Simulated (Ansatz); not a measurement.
# Na (hcp type): the cost of one run

Method: DFT PBE, scalar-relativistic, in Ansatz 0.2.0.

## 1. The system as given

Symmetry: P6_3/mmc, No. 194, hexagonal system. The conventional cell has a = 3.502 Å, b = 3.502 Å, c = 5.673 Å, α = 90.00°, β = 90.00°, γ = 120.00°. Around Na (site symmetry -6m2) lie 12 Na at 3.48 to 3.50 Å.

Structure file:

```
CELL_PARAMETERS angstrom
3.50194 0.00000 0.00000
-1.75097 3.03277 0.00000
0.00000 0.00000 5.67314
ATOMIC_POSITIONS crystal
Na 0.33333 0.66667 0.25000
Na 0.66667 0.33333 0.75000
```

Atoms are numbered in the order of the input: Na1, Na2.

## 2. Relaxing the guess with PAW

Input file input.yaml:

```yaml
crystal:
  lattice:
    - [3.5019388903, 0.0, 0.0]
    - [-1.7509694451, 3.0327680415, 0.0]
    - [0.0, 0.0, 5.6731410023]
  atoms:
    - { symbol: Na, position: [0.3333333333, 0.6666666667, 0.25] }
    - { symbol: Na, position: [0.6666666667, 0.3333333333, 0.75] }
kpoints:
  mp_grid: { grid: [12, 12, 7] }
scf:
  occupations: { method: fermi_dirac, width: 0.08 }
hamiltonian:
  xc: pbe
  pseudopotentials: { kind: paw }
output:
  forces: true
  stress: true
  write_density: true
  write_potential: true
  elf: true
  volumetric_format: npy
relax:
  f_tol: 0.005
  max_steps: 80
  cell: {}
```

Started as:

```sh
$ ansatz run input.yaml --threads 1 --pin off --max-ram 2048MiB --backend cpu --events-out ev --progress --plain --runs-dir out
```

**Question.** How long does this run take on 1 thread of Arm Neoverse V1, shared host?

About 21 s.
